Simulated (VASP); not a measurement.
# C in VASP: one cell, several levels of theory

Aim: gap, levels, forces and stress of C in the diamond structure, under -3.9 % strain along z alone at fixed geometry. Runs: PBE, r2SCAN. The results are then set beside those of Ansatz 0.2.0 for the same cell.

Program: VASP 6.6.1. PAW datasets, plane waves. The values are computed, spin-unpolarised, and not measurements.

## (1) The system as given

The cell comes from an earlier relaxation with r2SCAN in another program, then strained, with the atoms relaxed again.

The symmetry is I4_1/amd (No. 141, tetragonal); conventional cell a = 2.517 Å, c = 3.422 Å, 5.42 Å³ an atom. Near C stand 4 C at 1.52 Å.

The structure in full:

```cif
data_structure
_symmetry_space_group_name_H-M 'I4_1/amd:1'
_symmetry_Int_Tables_number 141
_cell_length_a 2.5175
_cell_length_b 2.5175
_cell_length_c 3.4225
_cell_angle_alpha 90.000
_cell_angle_beta 90.000
_cell_angle_gamma 90.000
_cell_volume 21.69
loop_
_atom_site_label
_atom_site_type_symbol
_atom_site_symmetry_multiplicity
_atom_site_Wyckoff_symbol
_atom_site_fract_x
_atom_site_fract_y
_atom_site_fract_z
_atom_site_occupancy
C1 C 4 a 0.00000 0.00000 0.00000 1
```

## (2) PBE at this geometry

Contents of INCAR:

```
ENCUT = 520.000000
SIGMA = 0.020000
EDIFF = 1.00e-07
GGA = PE
PREC = Accurate
IBRION = -1
ISIF = 2
ISMEAR = -1
NBANDS = 11
NELM = 120
NSW = 0
LASPH = .TRUE.
LCHARG = .FALSE.
LWAVE = .FALSE.
LREAL = .FALSE.
```

Contents of KPOINTS:

```
KPOINTS created by Atomic Simulation Environment
0
Gamma
12 12 12
0 0 0
```

Contents of KPOINTS_OPT:

```
special points
7
Reciprocal
0.0000000000 0.0000000000 0.0000000000 1
0.5000000000 0.0000000000 0.5000000000 1
0.6250000000 0.2500000000 0.6250000000 1
0.3750000000 0.3750000000 0.7500000000 1
0.5000000000 0.5000000000 0.5000000000 1
0.5000000000 0.2500000000 0.7500000000 1
0.3710940000 0.3710940000 0.0000000000 1
```

Contents of POSCAR:

```
C
 1.0000000000000000
     0.0000000000000000    1.7801241410999999    1.7112333367999999
     1.7801241410999999    0.0000000000000000    1.7112333367999999
     1.7801241410999999    1.7801241410999999    0.0000000000000000
 C
   2
Cartesian
  0.0000000000000000  0.0000000000000000  0.0000000000000000
  0.8900620705500000  0.8900620705500000  0.8556166683999998
```

The run uses the recommended PBE PAW datasets (8 valence electrons a neutral cell).

The run is started by

```bash
$ mpirun -np 1 vasp_std
```

Standard output, without the iteration lines:

```text
POSCAR found type information on POSCAR C
 POSCAR found :  1 types and       2 ions
 LDA part: xc-table for (Slater+PW92), standard interpolation
 POSCAR, INCAR and KPOINTS ok, starting setup
 FFT: planning ... GRIDC
 FFT: planning ... GRID_SOFT
 FFT: planning ... GRID
 WAVECAR not read
 entering main loop
 Start KPOINTS_OPT (optional k-point list driver)
k-point batch [1-7\7]
```

OSZICAR:

```text
N       E                     dE             d eps       ncg     rms          rms(c)
DAV:   1     0.440045002807E+00    0.44005E+00   -0.48947E+03  3709   0.722E+02
DAV:   2    -0.184673586492E+02   -0.18907E+02   -0.18300E+02  4666   0.124E+02
DAV:   3    -0.188373648026E+02   -0.37001E+00   -0.36904E+00  4198   0.133E+01
DAV:   4    -0.188379246549E+02   -0.55985E-03   -0.55984E-03  3869   0.639E-01
DAV:   5    -0.188379252745E+02   -0.61961E-06   -0.61920E-06  4095   0.199E-02    0.588E+00
DAV:   6    -0.182924578285E+02    0.54547E+00   -0.28449E-01  3649   0.379E+00    0.352E+00
DAV:   7    -0.181090727699E+02    0.18339E+00   -0.34374E-01  3864   0.422E+00    0.831E-01
DAV:   8    -0.181109975245E+02   -0.19248E-02   -0.93959E-03  3804   0.735E-01    0.451E-02
DAV:   9    -0.181110331345E+02   -0.35610E-04   -0.61604E-05  4250   0.632E-02    0.254E-02
DAV:  10    -0.181110535881E+02   -0.20454E-04   -0.14640E-05  3856   0.343E-02    0.538E-03
DAV:  11    -0.181110536819E+02   -0.93772E-07   -0.24402E-07  4351   0.454E-03
   1 F= -.18111054E+02 E0= -.18111054E+02  d E =-.108193E-11
       N       E                     dE             ncg
DAV:   1     0.192266368284E+04   -0.26802E+04      154
DAV:   2     0.178483990844E+04   -0.13782E+03      218
DAV:   3     0.178210104098E+04   -0.27389E+01      181
DAV:   4     0.178209763075E+04   -0.34102E-02      166
DAV:   5     0.178209762710E+04   -0.36446E-05      175
DAV:   6     0.178209762710E+04   -0.60352E-08      169
```

The lines after F= are the extra pass for the points of KPOINTS_OPT, at fixed density; their E is not a total energy.

From OUTCAR:

```text
k-points           NKPTS =    163   k-points in BZ     NKDIM =    163   number of bands    NBANDS=     11

   NELECT =       8.0000    total number of electrons

   dimension x,y,z NGX =    18 NGY =   18 NGZ =   20
   dimension x,y,z NGXF=    36 NGYF=   36 NGZF=   40

  energy-cutoff  :      520.00
  volume of cell :       10.85
      direct lattice vectors                 reciprocal lattice vectors
     0.000000000  1.780124141  1.711233337    -0.280879287  0.280879287  0.292186921
     1.780124141  0.000000000  1.711233337     0.280879287 -0.280879287  0.292186921
     1.780124141  1.780124141  0.000000000     0.280879287  0.280879287 -0.292186921

 k-points in reciprocal lattice and weights: KPOINTS created by Atomic Simulation Env
   0.00000000  0.00000000  0.00000000       0.001
   0.08333333 -0.00000000  0.00000000       0.005
   0.16666667  0.00000000  0.00000000       0.005
   0.25000000 -0.00000000  0.00000000       0.005
   0.33333333 -0.00000000  0.00000000       0.005
   0.41666667 -0.00000000  0.00000000       0.005
   0.50000000 -0.00000000  0.00000000       0.002
   0.08333333  0.08333333  0.00000000       0.001
[... 155 more k-points ...]

 E-fermi :  11.1835

 k-point     1 :       0.0000    0.0000    0.0000
  band No.  band energies     occupation
      1     -11.6976      2.00000
      2      10.1975      2.00000
      3      10.1975      2.00000
      4      10.7851      2.00000
      5      15.7901      0.00000
      6      16.2896      0.00000
      7      16.2896      0.00000
      8      24.7483      0.00000
      9      30.2894      0.00000
     10      36.3774      0.00000
     11      37.7224      0.00000

 k-point     2 :       0.0833   -0.0000    0.0000
  band No.  band energies     occupation
      1     -11.4990      2.00000
      2       9.0785      2.00000
      3       9.8486      2.00000
      4      10.3079      2.00000
      5      16.2705      0.00000
      6      16.7200      0.00000
      7      17.0251      0.00000
      8      24.8805      0.00000
      9      30.6141      0.00000
     10      34.4519      0.00000
     11      35.5456      0.00000

 k-point     3 :       0.1667    0.0000    0.0000
  band No.  band energies     occupation
      1     -10.9058      2.00000
      2       6.5067      2.00000
      3       9.0853      2.00000
      4       9.5699      2.00000
      5      17.2131      0.00000
      6      17.6305      0.00000
      7      18.2677      0.00000
      8      25.2544      0.00000
      9      31.2701      0.00000
     10      33.0164      0.00000
     11      33.9042      0.00000

 k-point     4 :       0.2500   -0.0000    0.0000
  band No.  band energies     occupation
      1      -9.9257      2.00000
      2       3.5908      2.00000
      3       8.2913      2.00000
      4       8.8528      2.00000
      5      18.0506      0.00000
      6      18.4175      0.00000
      7      19.2642      0.00000
      8      25.7692      0.00000
      9      31.6248      0.00000
     10      32.8559      0.00000
     11      33.4977      0.00000

 k-point     5 :       0.3333   -0.0000    0.0000
  band No.  band energies     occupation
      1      -8.5782      2.00000
      2       0.7236      2.00000
      3       7.6565      2.00000
      4       8.2947      2.00000
      5      18.5209      0.00000
      6      18.7919      0.00000
      7      19.9153      0.00000
      8      26.2261      0.00000
      9      31.8874      0.00000
     10      34.0088      0.00000
     11      34.2442      0.00000

 k-point     6 :       0.4167   -0.0000    0.0000
  band No.  band energies     occupation
      1      -6.9310      2.00000
      2      -1.8785      2.00000
      3       7.2569      2.00000
      4       7.9491      2.00000
      5      18.6923      0.00000
      6      18.8623      0.00000
      7      20.2508      0.00000
      8      26.4655      0.00000
      9      32.4578      0.00000
     10      35.6660      0.00000
     11      35.9539      0.00000

 k-point     7 :       0.5000   -0.0000    0.0000
  band No.  band energies     occupation
      1      -5.6516      2.00000
      2      -3.4826      2.00000
      3       7.1212      2.00000
      4       7.8328      2.00000
      5      18.7253      0.00000
      6      18.8539      0.00000
      7      20.3502      0.00000
      8      26.5219      0.00000
      9      32.9013      0.00000
     10      35.3827      0.00000
     11      36.9247      0.00000

 k-point     8 :       0.0833    0.0833    0.0000
  band No.  band energies     occupation
      1     -11.4186      2.00000
      2       9.2367      2.00000
      3       9.2367      2.00000
      4      10.1802      2.00000
      5      15.5524      0.00000
      6      17.4510      0.00000
      7      17.4510      0.00000
      8      24.7729      0.00000
      9      30.8038      0.00000
     10      34.5932      0.00000
     11      36.7303      0.00000

 k-point     9 :       0.1667    0.0833    0.0000
  band No.  band energies     occupation
      1     -10.9429      2.00000
      2       7.3264      2.00000
      3       8.3747      2.00000
      4       9.7166      2.00000
      5      15.8209      0.00000
      6      18.5366      0.00000
      7      18.6292      0.00000
      8      24.6965      0.00000
      9      31.4607      0.00000
     10      32.9756      0.00000
     11      35.5490      0.00000

 k-point    10 :       0.2500    0.0833    0.0000
  band No.  band energies     occupation
      1     -10.0780      2.00000
      2       4.5529      2.00000
      3       7.5862      2.00000
      4       9.0565      2.00000
      5      16.6810      0.00000
      6      19.4307      0.00000
      7      19.6715      0.00000
      8      24.6923      0.00000
      9      31.9876      0.00000
     10      32.5004      0.00000
     11      34.9771      0.00000

 k-point    11 :       0.3333    0.0833    0.0000
  band No.  band energies     occupation
      1      -8.8392      2.00000
      2       1.6887      2.00000
      3       7.0207      2.00000
      4       8.3197      2.00000
      5      17.4955      0.00000
      6      19.8233      0.00000
      7      20.3793      0.00000
      8      24.9778      0.00000
      9      32.0033      0.00000
     10      33.2054      0.00000
     11      35.6535      0.00000

[... the tables of k-points 12 to 163 left out ...]

  Total        0.7991231      0.7991231      3.2960588      0.0000000      0.0000000      0.0000000
  in kB      118.0550228    118.0550228    486.9290962      0.0000000      0.0000000      0.0000000
  external PRESSURE =     241.0130473 kB  Pullay stress =       0.0000000 kB

 POSITION                                       TOTAL-FORCE (eV/Angst)
 -----------------------------------------------------------------------------------
      0.00000      0.00000      0.00000         0.000000      0.000000     -0.000000
      0.89006      0.89006      0.85562        -0.000000     -0.000000      0.000000
 -----------------------------------------------------------------------------------
    total drift:                               -0.000000     -0.000000     -0.000000

  FREE ENERGIE OF THE ION-ELECTRON SYSTEM (eV)
  ---------------------------------------------------
  free  energy   TOTEN  =       -18.1110536819 eV

  energy  without entropy=      -18.1110536819  energy(sigma->0) =      -18.11105368
```

Hardware: 1 MPI rank of Intel Xeon 6975P-C, shared host.

The levels at the points of KPOINTS_OPT are read from vasprun.xml.

Band energies at the special points (eV, zero at the top of v, the last band that the electrons fill by count):

| point | v−1 | v | c | c+1 |
| --- | --- | --- | --- | --- |
| Γ | -0.59 | 0.00 | 5.00 | 5.50 |
| X | -6.75 | -6.75 | 4.79 | 4.79 |
| U | -10.16 | -5.78 | 5.74 | 11.08 |
| K | -10.05 | -6.40 | 4.77 | 9.91 |
| L | -3.66 | -2.95 | 7.94 | 8.07 |
| W | -9.05 | -9.05 | 10.06 | 10.06 |

PBE gives an indirect gap of 3.20 eV, from Γ to (0.37, 0.37, 0.00); the least direct gap is 5.00 eV. The pressure is 24.10 GPa; the forces vanish within 0.01 eV/Å.

(Part 1 of 2 ends here.)
